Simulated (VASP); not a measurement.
A run of VASP 6.6.1 is set up as follows.

File INCAR:

```
SYSTEM = Al
ALGO = Normal ; EDIFF = 1E-7
EDIFFG = -0.02 ; ENCUT = 600
GGA = RP ; IBRION = 2
ISIF = 3 ; ISMEAR = -1
LASPH = .TRUE. ; LCHARG = .FALSE.
LREAL = .FALSE. ; LWAVE = .FALSE.
NELM = 60 ; NSW = 40
PREC = Accurate ; SIGMA = 0.05
```

File KPOINTS:

```
k-points
0
G
  11 11 11
  0 0 0
```

Contents of POSCAR:

```
Al
1.0
    0.0000000000      2.0248050000      2.0248050000
    2.0248050000      0.0000000000      2.0248050000
    2.0248050000      2.0248050000      0.0000000000
Al
1
Direct
    0.0000000000      0.0000000000      0.0000000000
```

Potentials or basis: VASP PAW PBE potentials, release 64 (Al).

Launch:

```bash
$ cat potpaw_PBE.64/Al/POTCAR > POTCAR
$ mpirun -np 1 vasp_std > vasp.out
```

Task: Estimate the space group after relaxing (to 0.05 Å).

Result: Fm-3m (No. 225).

Task: Estimate the relaxed volume.

Result: 16.81 Å³/atom.

Task: What does it give for the band gap on the k mesh?

Result: None (metal or under the smearing width).

Final structure:
```xyz
1
Lattice="0.0000 2.0333 2.0333 2.0333 0.0000 2.0333 2.0333 2.0333 0.0000" Properties=species:S:1:pos:R:3 pbc="T T T"
Al    0.0000    0.0000    0.0000
```

Caveat: the PAW data sets were made with another functional, which shifts forces and pressure a little.

The cell as given is a measured one (16.60 Å³/atom); RPBE puts the equilibrium volume +1.3 % from it, thermal expansion not counted.
